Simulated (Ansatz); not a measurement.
A run of Ansatz 0.2.0 is set up as follows.

input.yaml

```yaml
crystal:
  lattice:
    - [3.9975858431, 0.0, 0.0]
    - [-1.9987929215, 3.462010894, 0.0]
    - [0.0, 0.0, 25.7292851696]
  atoms:
    - { symbol: Ge, position: [0.33333333, 0.66666666, 0.2914966331] }
    - { symbol: Ge, position: [0.66666667, 0.33333334, 0.3237640762] }
    - { symbol: Ge, position: [0.66666667, 0.33333334, 0.4197430634] }
    - { symbol: Ge, position: [0.33333333, 0.66666666, 0.4520105064] }
    - { symbol: Ge, position: [0.33333333, 0.66666666, 0.5479894936] }
    - { symbol: Ge, position: [0.66666667, 0.33333334, 0.5802569366] }
    - { symbol: Ge, position: [0.66666667, 0.33333334, 0.6762359238] }
    - { symbol: Ge, position: [0.33333333, 0.66666666, 0.7085033669] }
hamiltonian:
  xc: pbe
  pseudopotentials: { kind: paw }
kpoints:
  mp_grid: { grid: [8, 8, 1] }
scf:
  occupations: { method: fermi_dirac, width: 0.05 }
output:
  forces: true
  eigenvalues: true
  write_density: true
  write_potential: true
  elf: true
  volumetric_format: npy
efield:
  axis: 3
  dipole_correction: true
  ramp_width: 0.04
```

Potentials or basis: Ansatz PAW.

The run is started by

```sh
$ ansatz run input.yaml --threads 4 --pin off --max-ram 11264MiB --backend cpu --events-out ev --progress --plain --runs-dir out
```

(1) Predict the work function of the upper face.

(2) Predict the work function of the lower face.

(3) Estimate the band gap on the k mesh.

Results:

(1) 4.68 eV.

(2) 4.68 eV.

(3) none (metal or under the smearing width).
